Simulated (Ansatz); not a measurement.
# Au under changes of volume

One of the cells (18.207 Å³/atom); the others are scaled copies at fixed shape and fractional positions:

```
Au
1.0
    -1.65727    1.65727    1.65727
     1.65727   -1.65727    1.65727
     1.65727    1.65727   -1.65727
Au
1
Direct
  0.00000 0.00000 0.00000
```

This isn't the form of Au at room conditions, which is fcc.

| Property | Result |
| --- | --- |
| Program | Ansatz 0.2.0 |
| Functional | PBE0 |
| Potentials or basis | Ansatz PAW |
| Cutoff | 420 eV (not typed: the program's choice for these potentials) |
| k mesh | 6 × 6 × 6 |
| Occupations | fermi-dirac, width 0.05 eV |
| Spin | no spin polarisation |

```csv
volume (Å³/atom),energy over the lowest point (meV/atom),pressure (GPa)
17.115,7.40,5.0
17.479,0.00,1.5
17.843,0.18,-1.6
18.207,?,?
18.571,18.89,-6.5
18.935,35.91,-8.5
19.299,57.08,-10.1
```

Question: What does the run at 18.207 Å³/atom give?

Answer: Energy over the lowest point 6.76 meV/atom; pressure -4.2 GPa.

Worked out: A Birch-Murnaghan fit of order 3 (a polynomial in V^(-2/3)) to the other rows has its minimum at 17.65 Å³/atom with B0 = V·E''(V) = 149 GPa and B' = 6.0. It gives 6.73 meV/atom at 18.207 Å³/atom, against the run's 6.76, and -dE/dV = -4.2 GPa, against -4.2.

Energies are extrapolated to zero smearing.

Caveats: all runs use coarse meshes; the PAW data sets come from PBE, with cores solved anew for the run's functional, which leaves a small shift of forces and pressure; the thresholds are loose for stress.
